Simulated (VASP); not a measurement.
Crystal: BeTe.

```xyz
2
Lattice="0.0000 2.7700 2.7700 2.7700 0.0000 2.7700 2.7700 2.7700 0.0000" Properties=species:S:1:pos:R:3 pbc="T T T"
Te    4.1550    4.1550    4.1550
Be    0.0000    0.0000    0.0000
```

- Program: VASP 6.6.1
- Task: relaxation of cell and atoms
- Functional: PBEsol
- Potentials or basis: VASP PAW PBE potentials, release 64 (Te, Be)
- Cutoff: 600 eV
- k mesh: 8 × 8 × 8
- Occupations: fermi-dirac, width 0.05 eV
- Spin: no spin polarisation

At the start: pressure 2.5 GPa; volume 21.25 Å³/atom.

**Question.** Where does the relaxation end?

**Answer.** Over 3 steps the energy falls by 6.5 meV/atom and the volume is 22.10 Å³/atom (+4.0 %); space group F-43m (No. 216, to 0.05 Å).

The path:
| step | energy change (eV) | largest force (eV/Å) | pressure (GPa) | volume (Å³) |
| --- | --- | --- | --- | --- |
| 1 | 0.0000 | 0.0000 | 2.54 | 42.51 |
| 2 | -0.0122 | 0.0000 | -0.55 | 44.61 |
| 3 | -0.0129 | 0.0000 | 0.01 | 44.19 |

Final structure:
```
Te Be
1.0
     0.00000    2.80613    2.80613
     2.80613    0.00000    2.80613
     2.80613    2.80613    0.00000
Te Be
1 1
Direct
  0.75000 0.75000 0.75000
  0.00000 0.00000 0.00000
```

Caveat: the PAW data sets were made with another functional, which shifts forces and pressure a little.
